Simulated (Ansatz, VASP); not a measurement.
TiO: VASP beside Ansatz

```
Ti O
1.0
     2.72730    0.00000    0.00000
    -1.36365    2.36191    0.00000
     0.00000    0.00000    2.74639
Ti O
1 1
Direct
  0.66667 0.33333 0.00000
  0.00000 0.00000 0.50000
```

Alike in both runs: functional PBEsol; k mesh 18 × 18 × 16; occupations gaussian, width 0.1 eV; no spin polarisation.

Ansatz relaxed the structure, and its values are those at the end. VASP's run is a single point on that final structure, the one shown.

|  | VASP | Ansatz |
| --- | --- | --- |
| version | VASP 6.6.1 | Ansatz 0.2.0 |
| potentials or method | VASP PAW PBE potentials, release 64 (Ti_sv, O) | scalar-relativistic, plane waves, PAW |
| plane-wave cutoff (eV) | 520 | 420 |
| valence electrons in the cell | 18 | 18 |

Ansatz gave:

- gap on the k mesh at the Fermi level (eV): none
- pressure (GPa): 18.1

Question: Which values does VASP return?

Answer: gap on the k mesh at the Fermi level (eV): none; pressure (GPa): 19.0.

A gap of «none» marks a metal or a gap that the smearing closes.

Caveats: so large a pressure means that the cell lies far from this level's equilibrium, or that cutoff or potentials fall short (VASP); the potentials were made for another functional, which shifts forces and pressure (VASP); semilocal functionals often make such compounds metallic where correlation or magnetic order opens a gap, which also shifts bond lengths.
